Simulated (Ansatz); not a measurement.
# Energy ranking of Sr3Cl2 structures

Method: Ansatz, DFT PBE, scalar-relativistic, plane waves, PAW. Settings: cutoff 420 eV, Γ-centred meshes no coarser than 0.19 Å⁻¹ for metals and 0.3 Å⁻¹ for insulators (2π included), Gaussian smearing.

All energies are static (0 K, no zero-point motion). Larger cells and other orderings weren't all tried, so the list isn't exhaustive. For metals, differences of a few meV/atom aren't resolved. No dispersion correction is applied, so the spacing between layers, chains or molecules is poorly fixed, and with it the volume and density (Sr3Cl2 R-3m). No run is spin-polarised.

| # | started from | space group | atoms | V (Å³/atom) | ΔE (meV/atom) | gap on mesh (eV) |
| --- | --- | --- | --- | --- | --- | --- |
| 1 | anti-tetradymite type, changed | R-3m (No. 166) | 5 | 47.6 | 0 | 0.00 |
| 2 | anti-corundum type | R-3c (No. 167) | 10 | 35.5 | 69 | 0.00 |

The lowest structure: Space group R-3m (No. 166), trigonal, a = 4.395 Å, c = 42.686 Å. Sr on Wyckoff site a (1 atom of the primitive cell) has 6 Cl at 2.92 Å; Sr on Wyckoff site c (2 atoms of the primitive cell) is coordinated by 3 Sr at 4.13 Å, 6 Sr at 4.39 Å and 3 Cl at 4.78 Å; Cl has 3 Sr at 2.92 Å. Its energy against the elements is -1.37 eV/atom. Energies over the elements count from the lowest elemental structures computed at the same level (Cl₂ as a molecule), with no empirical corrections.

```xyz
5
Lattice="2.1974 1.2687 14.2286 -2.1974 1.2687 14.2286 0.0000 -2.5374 14.2286" Properties=species:S:1:pos:R:3 pbc="T T T"
Sr    0.0000    0.0000    0.0000
Sr    0.0000    0.0000    8.7420
Sr    0.0000    0.0000   33.9438
Cl    0.0000    0.0000   15.6672
Cl    0.0000    0.0000   27.0186
```

The second: Space group R-3c (No. 167), trigonal, a = 7.567 Å, c = 21.491 Å. Around Sr lie 4 Cl at 3.10–3.11 Å; Cl is coordinated by 6 Sr at 3.10–3.11 Å and 1 Cl at 3.46 Å.